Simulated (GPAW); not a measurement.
Crystal: LiF (Griceite).

```
CELL_PARAMETERS angstrom
0.00000 2.01400 2.01400
2.01400 0.00000 2.01400
2.01400 2.01400 0.00000
ATOMIC_POSITIONS crystal
F 0.50000 0.50000 0.50000
Li 0.00000 0.00000 0.00000
```

Base run:

* Program: GPAW 26.7.0
* Functional: TPSS
* Potentials or basis: GPAW PAW data sets (gpaw-data 1.2.1)
* Cutoff: 800 eV
* Basis: pw
* k mesh: 11 × 11 × 11
* Occupations: fermi-dirac, width 0.05 eV
* Spin: no spin polarisation

Its results: band gap on the k mesh 9.24 eV, direct; pressure 1.5 GPa.

Task: After a change of settings the same cell gave: band gap on the k mesh 10.04 eV, direct; pressure -1.9 GPa. Which change was it?
A. functional from TPSS to PBEsol; potentials or basis from GPAW PAW data sets (gpaw-data 1.2.1) to PAW data sets generated in the run's folder for this functional
B. functional from TPSS to r2SCAN
C. functional from TPSS to PBE; occupations from fermi-dirac, width 0.05 eV to gaussian, width 0.05 eV
D. functional from TPSS to PBEint; potentials or basis from GPAW PAW data sets (gpaw-data 1.2.1) to PAW data sets generated in the run's folder for this functional

Result: B.

Caveats: the PAW data sets were made with another functional, which shifts forces and pressure a little.

Not every run made on this cell is shown here.
